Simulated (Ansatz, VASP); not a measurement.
Y: VASP beside Ansatz

The input INCAR:

```
SYSTEM = Y
  PREC = Accurate
  ENCUT = 520
  EDIFF = 1E-6
  ISMEAR = -1
  SIGMA = 0.03
  LREAL = .False.
  LASPH = .True.
  NELM = 80
  ALGO = Normal
  ISIF = 2
  LWAVE = .False.
  LCHARG = .False.
  GGA = PE
  NBANDS = 12
```

KPOINTS

```
Automatic mesh
0
Gamma
  12 12 12
  0 0 0
```

Contents of POSCAR:

```
Y
1.0
    0.0000000000      2.5319287747      2.5319287747
    2.5319287747      0.0000000000      2.5319287747
    2.5319287747      2.5319287747      0.0000000000
Y
1
Direct
    0.0000000000      0.0000000000      0.0000000000
```

Input for Ansatz:

```yaml
crystal:
  lattice:
    - [0.0, 2.5319287747, 2.5319287747]
    - [2.5319287747, 0.0, 2.5319287747]
    - [2.5319287747, 2.5319287747, 0.0]
  atoms:
    - { symbol: "Y", position: [0.0, 0.0, 0.0] }
kpoints:
  mp_grid: { grid: [12, 12, 12] }
  band_path:
    path:
      - [0.0, 0.0, 0.0]
      - [0.5, 0.0, 0.5]
      - [0.625, 0.25, 0.625]
      - [0.375, 0.375, 0.75]
      - [0.0, 0.0, 0.0]
      - [0.5, 0.5, 0.5]
      - [0.5, 0.25, 0.75]
      - [0.5, 0.0, 0.5]
    npoints: 14
scf:
  occupations: { method: fermi_dirac, width: 0.03 }
hamiltonian:
  xc: pbe
  pseudopotentials: { kind: all_electron, lapw: { basis_error: 0.0005 } }
output:
  forces: true
  stress: true
  eigenvalues: true
  populations: true
  dos: { projected: true, de: 0.2, e_range: [-14, 8] }
```

This isn't the form of Y at room conditions, which is hcp.

Alike in both runs: task single point; functional PBE; k mesh 12 × 12 × 12; occupations fermi-dirac, width 0.03 eV; no spin polarisation.

```csv
,VASP,Ansatz
version,VASP 6.6.1,Ansatz 0.2.0
potentials or method,"VASP PAW PBE potentials, release 64 (Y_sv)","all-electron LAPW, scalar-relativistic"
plane-wave cutoff (eV),520,see its input
```

```tsv
	VASP	Ansatz	Ansatz less VASP
pressure (GPa)	-0.2	0.0	+0.13
```

Ansatz ran all-electron here, so the differences hold the error of VASP's frozen core and of both bases.
